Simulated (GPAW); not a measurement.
A calculation with GPAW 26.7.0 of W2C (native input, Cartesian positions):

run.py

```python
from ase.io import read
from gpaw import PW
from gpaw.dft import DFT

atoms = read('W2C.xyz')

dft = DFT(atoms,
          mode=PW(800),
          xc='PBE',
          kpts={'size': (10, 10, 6), 'gamma': True},
          occupations={'name': 'fermi-dirac', 'width': 0.05},
          nbands=30,
          convergence={'density': 1e-05, 'energy': 1e-05},
          maxiter=150,
          txt='gpaw.txt')
print(f'Energy: {dft.calculate_energy():.6f} eV')
print('Forces (eV/A):')
print(dft.calculate_forces().round(4))
print('Stress (eV/A^3):', dft.calculate_stress().round(6))
dft.write_gpw_file('gs.gpw')
```

W2C.xyz

```xyz
3
Lattice="3.0700456420 0.0000000000 0.0000000000 -1.5350228210 2.6587375167 0.0000000000 0.0000000000 0.0000000000 4.6784280000" Properties=species:S:1:pos:R:3 pbc="T T T"
W      1.5350228212      0.8862458388      1.1867721523
W     -0.0000000002      1.7724916779      3.4916558477
C      0.0000000000      0.0000000000      0.0000000000
```

Potentials or basis: GPAW PAW data sets (gpaw-data 1.2.1), pw.

Run with:

```sh
$ OMP_NUM_THREADS=1 python run.py
```

The cell comes from a database or a generator and needn't be the stable form of this composition.

Task: Write the same calculation in another form: ASE script, structure typed inline.

Result: As run:

File run.py:

```python
from ase import Atoms
from ase.dft.bandgap import bandgap
from ase.io import write
from ase.units import Bohr, GPa
from gpaw import GPAW, PW
from gpaw.elf import elf_from_dft_calculation

atoms = Atoms(['W', 'W', 'C'],
              cell=[[3.070045642, 0.0, 0.0],
                    [-1.535022821, 2.6587375167, 0.0],
                    [0.0, 0.0, 4.678428]],
              scaled_positions=[[0.6666666667, 0.3333333333, 0.253669],
                                [0.3333333333, 0.6666666667, 0.746331],
                                [0.0, 0.0, 0.0]],
              pbc=True)

calc = GPAW(mode=PW(800),
            xc='PBE',
            kpts={'size': (10, 10, 6), 'gamma': True},
            occupations={'name': 'fermi-dirac', 'width': 0.05},
            nbands=30,
            convergence={'density': 1e-05, 'energy': 1e-05},
            maxiter=150,
            txt='gpaw.txt')
atoms.calc = calc
energy = atoms.get_potential_energy()
forces = atoms.get_forces()
stress = atoms.get_stress()
calc.write('gs.gpw')
write('result.traj', atoms)
print(f'Energy: {energy:.6f} eV')
print('Forces (eV/A):')
print(forces.round(4))
print('Stress (GPa):', (stress / GPa).round(3))
print('Fermi level:', round(calc.get_fermi_level(), 4), 'eV')
print(f'Gap: {bandgap(calc)[0]:.4f} eV, direct: {bandgap(calc, direct=True)[0]:.4f} eV')

# fields on the real-space grid
write('density.cube', atoms, data=calc.get_pseudo_density() * Bohr**3)
write('potential.cube', atoms, data=calc.get_electrostatic_potential())
write('elf.cube', atoms, data=elf_from_dft_calculation(calc).data)
```

Potentials or basis: GPAW PAW data sets (gpaw-data 1.2.1), pw.

Launch:

```bash
$ OMP_NUM_THREADS=1 python run.py
```

Both were run:

|  | native input, Cartesian positions | ASE script, structure typed inline |
| --- | --- | --- |
| Pressure | -1.9 GPa | -1.9 GPa |
| Largest force | 0.027 eV/Å | 0.027 eV/Å |
| Band gap on the k mesh | none (metal or under the smearing width) | none (metal or under the smearing width) |

Keys that steer only the numerical path or the files written may differ.
